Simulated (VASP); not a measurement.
A run of VASP 6.6.1:

INCAR

```
SYSTEM = MoS2
  PREC = Accurate
  ENCUT = 520
  EDIFF = 1E-6
  ISMEAR = 0
  SIGMA = 0.02
  LREAL = .FALSE.
  LASPH = .TRUE.
  NELM = 100
  ALGO = Fast
  ISIF = 2
  LWAVE = .FALSE.
  LCHARG = .FALSE.
  LDIPOL = .TRUE.
  IDIPOL = 3
  DIPOL = 0.5 0.5 0.500
  GGA = PE
  IVDW = 12
  NBANDS = 20
```

The input KPOINTS:

```
Automatic mesh
0
G
  12 12 1
  0 0 0
```

POSCAR

```
MoS2
1.0
    3.1491697132      0.0000000000      0.0000000000
   -1.5745848566      2.7272609724      0.0000000000
    0.0000000000      0.0000000000     32.2630185961
S Mo
2 1
Direct
    0.3333333333      0.6666666667      0.4514690591
    0.3333333333      0.6666666667      0.5485309409
    0.6666666667      0.3333333333      0.5000000000
```

Potentials or basis: VASP PAW PBE potentials, release 64 (S, Mo_sv).

Run with:

```sh
$ cat potpaw_PBE.64/S/POTCAR potpaw_PBE.64/Mo_sv/POTCAR > POTCAR
$ mpirun -np 1 vasp_std > vasp.out
```

Hardware: 1 thread of Intel(R) Xeon(R) Platinum 8259CL CPU @ 2.50GHz (Skylake/Cascade Lake), on a shared host.

Estimate the wall time of this run.

Wall time 2.5 min on 1 thread of Intel(R) Xeon(R) Platinum 8259CL CPU @ 2.50GHz (Skylake/Cascade Lake), on a shared host, peak memory 0.41 GiB. Counts: scf iterations 21, k points 19.
